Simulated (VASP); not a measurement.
Si:

```
Si
1.0
     0.00000    1.91083    1.91083
     1.91083    0.00000    1.91083
     1.91083    1.91083    0.00000
Si
1
Direct
  0.00000 0.00000 0.00000
```

This isn't the form of Si at room conditions, which is diamond.

* Program: VASP 6.6.1
* Task: relaxation of cell and atoms
* Functional: PBE
* Potentials or basis: VASP PAW PBE potentials, release 64 (Si)
* Cutoff: 600 eV
* k mesh: 16 × 16 × 16
* Occupations: methfessel-paxton, width 0.1 eV
* Spin: no spin polarisation

At the start: pressure 3.1 GPa; volume 13.95 Å³/atom.

Q: How do energy, volume and symmetry change on relaxing?

A: Over 3 steps the energy falls by 4.2 meV/atom and the volume is 14.40 Å³/atom (+3.2 %); space group Fm-3m (No. 225, to 0.05 Å).

The path:
| step | energy change (eV) | largest force (eV/Å) | pressure (GPa) | volume (Å³) |
| --- | --- | --- | --- | --- |
| 1 | 0.0000 | 0.0000 | 3.09 | 13.95 |
| 2 | -0.0040 | 0.0000 | -0.61 | 14.50 |
| 3 | -0.0042 | 0.0000 | 0.00 | 14.40 |

Final structure:
```xyz
1
Lattice="0.0000 1.9312 1.9312 1.9312 0.0000 1.9312 1.9312 1.9312 0.0000" Properties=species:S:1:pos:R:3 pbc="T T T"
Si    0.0000    0.0000    0.0000
```
